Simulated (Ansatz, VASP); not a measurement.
ZrC in VASP and in Ansatz

```
CELL_PARAMETERS angstrom
0.00000 2.35438 2.35438
2.35438 0.00000 2.35438
2.35438 2.35438 0.00000
ATOMIC_POSITIONS crystal
Zr 0.50000 0.50000 0.50000
C 0.00000 0.00000 0.00000
```

Alike in both runs: functional PBE; k mesh 20 × 20 × 20; occupations gaussian, width 0.1 eV; no spin polarisation.

Ansatz relaxed the structure, and its values are those at the end. VASP's run is a single point on that final structure, the one shown.

```csv
,VASP,Ansatz
version,VASP 6.6.1,Ansatz 0.2.0
potentials or method,"VASP PAW PBE potentials, release 64 (Zr_sv, C)","scalar-relativistic, plane waves, PAW"
plane-wave cutoff (eV),520,420
valence electrons in the cell,16,16
```

```csv
,VASP,Ansatz,Ansatz less VASP
gap on the k mesh at the Fermi level (eV),none,none,-
pressure (GPa),0.2,0.0,-0.25
```

A gap of «none» marks a metal or a gap that the smearing closes.
